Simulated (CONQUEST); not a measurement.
KI:

```
CELL_PARAMETERS angstrom
4.99610 0.00000 0.00000
0.00000 4.99610 0.00000
0.00000 0.00000 7.06555
ATOMIC_POSITIONS crystal
I 0.49403 0.49555 0.00805
I 0.99403 0.99555 0.50805
K 0.00223 0.00404 0.00286
K 0.50223 0.50404 0.50286
```

The cell isn't the ideal one: atoms moved at random, drawn with an rms of 0.05 Å.

Base run:

| Quantity | Value |
| --- | --- |
| Program | CONQUEST 1.3 |
| Functional | PBE |
| Potentials or basis | PseudoDojo NC PBE, DZP, multi-site functions of range 8 bohr, grid cutoff 120 Ha |
| k mesh | 6 × 6 × 4 |
| Occupations | fermi-dirac, width 0.05 eV |
| Spin | no spin polarisation |

Its results: band gap on the k mesh 4.22 eV; pressure 0.8 GPa; largest force 0.085 eV/Å.

The run is repeated on the same cell with these changes: potentials or basis from PseudoDojo NC PBE, DZP, multi-site functions of range 8 bohr, grid cutoff 120 Ha to PseudoDojo NC PBE, DZP, multi-site functions of range 6.5 bohr, grid cutoff 120 Ha. What comes out?

Band gap on the k mesh 4.60 eV; pressure 0.7 GPa; largest force 0.088 eV/Å.

Caveats: multi-site functions contract the basis, which raises the energy a little and makes forces and stress less exact; spin-orbit coupling is left out, which moves the levels of the heavy elements; the basis of atomic orbitals isn't converged, which shifts pressures, moduli and gaps; the box holds several primitive cells, so bands are folded and the points are those of the box's own zone (some runs).

A k mesh can miss the band edges.
